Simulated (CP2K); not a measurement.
The system is ZrO2.

```
CELL_PARAMETERS angstrom
3.59928 0.00000 0.00000
1.79964 3.11706 0.00000
1.79964 1.03902 2.93880
ATOMIC_POSITIONS crystal
Zr 0.00000 0.00000 0.00000
O 0.75000 0.75000 0.75000
O 0.25000 0.25000 0.25000
```

Measurements of this composition are mostly on another form, of space group No. 14.

Base run:

```yaml
Program: CP2K 2026.2
Functional: revPBE
Potentials_or_basis: POTENTIAL_UZH Zr GTH-PBE-q12, O GTH-PBE-q6; TZVP-MOLOPT-PBE-GTH basis
Density_cutoff: 11565 eV
k_mesh: 9 × 9 × 9
Occupations: fermi-dirac, width 0.05 eV
Spin: no spin polarisation
```

Its results: band gap on the k mesh 3.52 eV, indirect (least direct gap 3.99 eV).

Task: After a change of settings the same cell gave: band gap on the k mesh 3.86 eV, indirect (least direct gap 4.31 eV). Which change was it?
A. functional from revPBE to BEEF-vdW
B. functional from revPBE to M06-L
C. functional from revPBE to PBEsol
D. functional from revPBE to LDA

Result: B.

Caveats: an odd mesh through Γ misses points on the zone boundary, where band edges often lie; the basis of atomic orbitals isn't converged, which shifts pressures, moduli and gaps.

Runs at the PBE level aren't shown here.
